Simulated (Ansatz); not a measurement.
# Si2Ni: a sublattice displacement scan

This session takes Si2Ni and sets out to map the energy as every Si atom is pushed off its site.

The COD entry's cell or inner coordinates are ideal or old and differ from later refinements, so a difference from it is no clean test against experiment.

Program: Ansatz 0.2.0. Level of theory: DFT PBE, scalar-relativistic, plane waves, PAW. These are calculated values, not measurements.

1 further run of the same task is left out (set aside as unsound or not needed).

### Step 1. The structure to begin with

The structure is cubic, space group Fm-3m (No. 225). The conventional cell has a = 5.447 Å, b = 5.447 Å, c = 5.447 Å, α = 90.00°, β = 90.00°, γ = 90.00°. Si (site symmetry -43m) is surrounded by 4 Ni at 2.36 Å. Around Ni (site symmetry m-3m) lie 8 Si at 2.36 Å.

Coordinates:

```cif
data_structure
_symmetry_space_group_name_H-M 'P 1'
_symmetry_Int_Tables_number 1
_cell_length_a 3.8515
_cell_length_b 3.8515
_cell_length_c 3.8515
_cell_angle_alpha 60.000
_cell_angle_beta 60.000
_cell_angle_gamma 60.000
_cell_volume 40.40
loop_
_atom_site_label
_atom_site_type_symbol
_atom_site_fract_x
_atom_site_fract_y
_atom_site_fract_z
_atom_site_occupancy
Si1 Si 0.25000 0.25000 0.25000 1
Si2 Si 0.75000 0.75000 0.75000 1
Ni1 Ni 0.00000 0.00000 0.00000 1
```

This cell was relaxed beforehand with the same method: volume 13.47 Å³/atom, gap on the mesh none (metal).

### Step 2. The reference cell

The reference gives a free energy of -7112.4082 eV, pressure -0.10 GPa, largest force 0.000 eV/Å and gap on the mesh none (metal). It was computed beforehand with the settings of the runs below.

### Step 3. Next: a sublattice displacement scan

Every Si atom is moved by x along the Cartesian unit vector (1.000, 0.000, 0.000); the cell and all other atoms stay fixed. Forces below are components along that vector, summed over the moved atoms.

### Step 4. x = -0.500 Å

Contents of input.yaml:

```yaml
crystal:
  lattice:
    - [0.0, 2.7234129004, 2.7234129004]
    - [2.7234129004, 0.0, 2.7234129004]
    - [2.7234129004, 2.7234129004, 0.0]
  atoms:
    - { symbol: Si, position: [0.3417965836, 0.1582034164, 0.1582034164] }
    - { symbol: Si, position: [0.8417965836, 0.6582034164, 0.6582034164] }
    - { symbol: Ni, position: [0.0, 0.0, 0.0] }
basis:
  ecutwfc: 420
kpoints:
  mp_grid: { grid: [16, 16, 16] }
hamiltonian:
  xc: pbe
scf:
  occupations: { method: gaussian, width: 0.15 }
output:
  forces: true
  stress: true
  eigenvalues: true
```

Launch:

```bash
$ ansatz run input.yaml --threads 1 --pin off --max-ram 2560MiB --backend cpu --events-out ev --progress --plain --runs-dir out
```

### Step 5. Point x = 0.375 Å

Changes to input.yaml since step 4:

```diff
@@ -6,4 +6,4 @@
   atoms:
-    - { symbol: Si, position: [0.3417965836, 0.1582034164, 0.1582034164] }
-    - { symbol: Si, position: [0.8417965836, 0.6582034164, 0.6582034164] }
+    - { symbol: Si, position: [0.1811525623, 0.3188474377, 0.3188474377] }
+    - { symbol: Si, position: [0.6811525623, 0.8188474377, 0.8188474377] }
     - { symbol: Ni, position: [0.0, 0.0, 0.0] }
```

### Step 6. Point x = -0.250 Å

Changes to input.yaml since step 5:

```diff
@@ -6,4 +6,4 @@
   atoms:
-    - { symbol: Si, position: [0.1811525623, 0.3188474377, 0.3188474377] }
-    - { symbol: Si, position: [0.6811525623, 0.8188474377, 0.8188474377] }
+    - { symbol: Si, position: [0.2958982918, 0.2041017082, 0.2041017082] }
+    - { symbol: Si, position: [0.7958982918, 0.7041017082, 0.7041017082] }
     - { symbol: Ni, position: [0.0, 0.0, 0.0] }
```

### Step 7. At x = 0.125 Å

Changes to input.yaml since step 6:

```diff
@@ -6,4 +6,4 @@
   atoms:
-    - { symbol: Si, position: [0.2958982918, 0.2041017082, 0.2041017082] }
-    - { symbol: Si, position: [0.7958982918, 0.7041017082, 0.7041017082] }
+    - { symbol: Si, position: [0.2270508541, 0.2729491459, 0.2729491459] }
+    - { symbol: Si, position: [0.7270508541, 0.7729491459, 0.7729491459] }
     - { symbol: Ni, position: [0.0, 0.0, 0.0] }
```

### Step 8. x = 0.438 Å

Changes to input.yaml since step 7:

```diff
@@ -6,4 +6,4 @@
   atoms:
-    - { symbol: Si, position: [0.2270508541, 0.2729491459, 0.2729491459] }
-    - { symbol: Si, position: [0.7270508541, 0.7729491459, 0.7729491459] }
+    - { symbol: Si, position: [0.1696779893, 0.3303220107, 0.3303220107] }
+    - { symbol: Si, position: [0.6696779893, 0.8303220107, 0.8303220107] }
     - { symbol: Ni, position: [0.0, 0.0, 0.0] }
```

### Step 9. Point x = 0.312 Å

Changes to input.yaml since step 8:

```diff
@@ -6,4 +6,4 @@
   atoms:
-    - { symbol: Si, position: [0.1696779893, 0.3303220107, 0.3303220107] }
-    - { symbol: Si, position: [0.6696779893, 0.8303220107, 0.8303220107] }
+    - { symbol: Si, position: [0.1926271352, 0.3073728648, 0.3073728648] }
+    - { symbol: Si, position: [0.6926271352, 0.8073728648, 0.8073728648] }
     - { symbol: Ni, position: [0.0, 0.0, 0.0] }
```

### Step 10. Point x = 0.188 Å

Changes to input.yaml since step 9:

```diff
@@ -6,4 +6,4 @@
   atoms:
-    - { symbol: Si, position: [0.1926271352, 0.3073728648, 0.3073728648] }
-    - { symbol: Si, position: [0.6926271352, 0.8073728648, 0.8073728648] }
+    - { symbol: Si, position: [0.2155762811, 0.2844237189, 0.2844237189] }
+    - { symbol: Si, position: [0.7155762811, 0.7844237189, 0.7844237189] }
     - { symbol: Ni, position: [0.0, 0.0, 0.0] }
```

### Step 11. Point x = 0.062 Å

Changes to input.yaml since step 10:

```diff
@@ -6,4 +6,4 @@
   atoms:
-    - { symbol: Si, position: [0.2155762811, 0.2844237189, 0.2844237189] }
-    - { symbol: Si, position: [0.7155762811, 0.7844237189, 0.7844237189] }
+    - { symbol: Si, position: [0.238525427, 0.261474573, 0.261474573] }
+    - { symbol: Si, position: [0.738525427, 0.761474573, 0.761474573] }
     - { symbol: Ni, position: [0.0, 0.0, 0.0] }
```

(Steps that only read results are left out.)

Before running it: what results should come out?

**Answer**, as computed:

| quantity | value |
| --- | --- |
| force constant along x, from the points at -0.250, 0 and 0.062 Å | 9.26 eV/Å² for the 2 moved atoms together |

In words: Near the site the force constant is 9.26 eV/Å² for the 2 atoms together, 4.63 on average. The step of 0.25 Å is wide, so anharmonic terms mix in. No sampled point lies below the undisturbed cell. Spin polarisation is off in the runs that give these values; a magnetic solution could lie lower.
